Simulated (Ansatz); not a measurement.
This Ansatz 0.2.0 run on SnTe needs a look.

File input.yaml:

```yaml
crystal:
  lattice:
    - [0.0, 5.95424348, 5.95424348]
    - [5.95424348, 0.0, 5.95424348]
    - [5.95424348, 5.95424348, 0.0]
  atoms:
    - { symbol: Te, position: [0.5, 0.5, 0.5] }
    - { symbol: Sn, position: [0.0, 0.0, 0.0] }
hamiltonian:
  xc: pbe
  pseudopotentials: { kind: paw }
kpoints:
  mp_grid: { grid: [7, 7, 7] }
scf:
  occupations: { method: fermi_dirac, width: 0.05 }
  max_iter: 80
output:
  forces: true
  stress: true
  eigenvalues: true
relax:
  f_tol: 0.01
  max_steps: 40
  cell: { stress_tol: 0.05 }
```

Potentials or basis: Ansatz PAW.

Launch:

```sh
$ ansatz run input.yaml --threads 2 --pin off --max-ram 5632MiB --backend cpu --events-out ev --progress --plain --runs-dir out
```

Output:

```text
Warning: RAYON_NUM_THREADS=2 ignored (pool sized by the plan → 2); use --threads N
The last accepted step is kept in <dir> (removed where the run ends without a failure and the disk answers)
Engine: ansatz 0.2.0, aarch64-unknown-linux-gnu
Pseudopotentials: kind: paw
Pseudopotential: Te, paw, valence charge 16, recommended cutoff 420 eV (normal), Te.paw.azcp
[... 139 lines left out ...]
SCF iter   6: F=—  HF=-13001.122192 eV  |F-HF|=—  |Δ(HF+E_count)|=   4.27e-5  Δρ=1.56e-5  dr2=1.70e-6  ethr=1.83e-8  ⟨swp⟩=2.2  Hψ=601  notcnv=0
SCF iter   7: F=-13001.122193 eV  HF=-13001.122193 eV  |F-HF|=1.37e-7  |Δ(HF+E_count)|=   1.14e-6  Δρ=3.71e-6  dr2=5.18e-8  ethr=6.67e-10  ⟨swp⟩=6.2  Hψ=2010  notcnv=0
SCF 7 converged in 7 iterations: F = -13001.122193 eV  dr2 = 5.18e-8
relax step   7: F+E_penalty+E_count = -13001.12219300 eV  Δ(F+E_penalty+E_count) = -7.982e-1 eV  max|allowed force component| = 8.546e-30 eV/Å  Δτ_max = 0.0000 Å  P = -4.072 GPa  Ω = 174.764 Å³  energy of the carried Pulay correction = +8.779e-3 eV  (7 SCF iters, dr2 threshold 2.00e-7 eV, accepted)
Crystal: 2 atoms, lattice volume = 142.663 Å³
Basis set: ecut = 420 eV, 2741 PW (Γ), exchange–correlation on 120×120×120 points (8 copies of the dense FFT grid, shifted against one another)
iter 1 solved again at ethr=2.94e-5 eV; its pass at ethr=3.10e-3 eV (dr2=8.83e-3 eV) is discarded
SCF iter   1: F=—  HF=-13002.061791 eV  |F-HF|=—  |Δ(HF+E_count)|=         —  Δρ=1.60e-3  dr2=8.39e-3  ethr=2.94e-5  ⟨swp⟩=1.8  Hψ=2776  notcnv=0
preconditioner: auto → none  [insulator: Δε(μ)=0.651 eV  Ē_g=5.922 eV  σ=0.050 eV  W_gap=1.00  n_scr=14 (ndim 8)  ℏωp=9.8 eV  f_vac=0.188  D(μ)=0.01/eV (n_scr^D=0)  ε∞_Penn≈3.8]
SCF iter   2: F=—  HF=-13002.064773 eV  |F-HF|=—  |Δ(HF+E_count)|=   2.98e-3  Δρ=1.61e-3  dr2=1.17e-2  ethr=2.80e-5  ⟨swp⟩=2.0  Hψ=519  notcnv=0
SCF iter   3: F=—  HF=-13002.063567 eV  |F-HF|=—  |Δ(HF+E_count)|=   1.21e-3  Δρ=8.39e-4  dr2=3.05e-3  ethr=2.80e-5  ⟨swp⟩=1.9  Hψ=434  notcnv=0
SCF iter   4: F=—  HF=-13002.063900 eV  |F-HF|=—  |Δ(HF+E_count)|=   3.33e-4  Δρ=3.06e-4  dr2=3.64e-4  ethr=1.02e-5  ⟨swp⟩=1.3  Hψ=386  notcnv=0
SCF iter   5: F=—  HF=-13002.063985 eV  |F-HF|=—  |Δ(HF+E_count)|=   8.48e-5  Δρ=5.19e-5  dr2=7.68e-6  ethr=1.21e-6  ⟨swp⟩=2.0  Hψ=457  notcnv=0
SCF iter   6: F=—  HF=-13002.064012 eV  |F-HF|=—  |Δ(HF+E_count)|=   2.74e-5  Δρ=6.10e-6  dr2=7.35e-8  ethr=6.67e-10  ⟨swp⟩=6.1  Hψ=2026  notcnv=0
```

What happened, and what is wrong with the input?

The calculation hadn't finished when its time ran out. The input holds a flaw that was put in on purpose: a lattice typed in bohr.
